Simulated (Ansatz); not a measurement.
## Calculated Sn-119 Mössbauer parameters for Mg₁₅Sn

Cell: a computed structure from the Materials Project (it need not be an observed phase), taken as it stands.

Space group P-6m2 (No. 187); a = 6.3386, c = 10.3275 Å, γ = 120.00°.

```csv
site,Wyckoff,site symmetry,x,y,z
Mg1,1a,-6m2,0.0000,0.0000,0.0000
Mg2,3k,mm2,0.9989,0.4995,0.5000
Mg3,3j,mm2,0.0004,0.5002,0.0000
Mg8,6n,.m.,0.1671,0.3342,0.2501
Mg14,2i,3m.,0.6667,0.3333,0.2498
Sn,1b,-6m2,0.0000,0.0000,0.5000
```

One atom of each set is listed.

All values are calculated (Ansatz; DFT, r2SCAN, plane waves and PAW, scalar-relativistic, 500 eV cutoff, Γ-centred 6×6×4 k-points, Fermi–Dirac smearing 0.05 eV), not measured.

Isomer shifts (against SnO₂) follow from the electron density at the nucleus, δ = α(ρ − ρ₀), with α = 0.093 mm s⁻¹ a₀³ and ρ₀ = 183072.84 a₀⁻³ from a line fitted to 8 measured compounds at this level of theory (rms miss 0.14 mm/s). ΔE_Q = ½eQV_zz(1 + η²/3)^½ with Q = -0.132 b for the 23.9 keV state.

(1) Give the isomer shift and quadrupole splitting of each Sn site.

## Answers

(1) 

| site | atoms | first shell | ρ − ρ₀ (a₀⁻³) | δ (mm/s) | ΔE_Q (mm/s) | η |
| --- | --- | --- | --- | --- | --- | --- |
| Sn | 1 | 12 Mg at 3.17 Å | 24.2 | 2.25 | -0.18 | 0.00 |

The shift of Sn is in the range of covalently or intermetallically bonded tin.

With no gap above 0.1 eV, as in a metal, the gradients converge slowly in k; expect changes of a tenth or more on a denser mesh. Without spin–orbit coupling (the program notes it for Sn) the gradients can shift somewhat, as the gap is small. With these PAW files V_zz is typically within 2 to 3 % of all-electron values, but misses above 10 % occur on Sn.
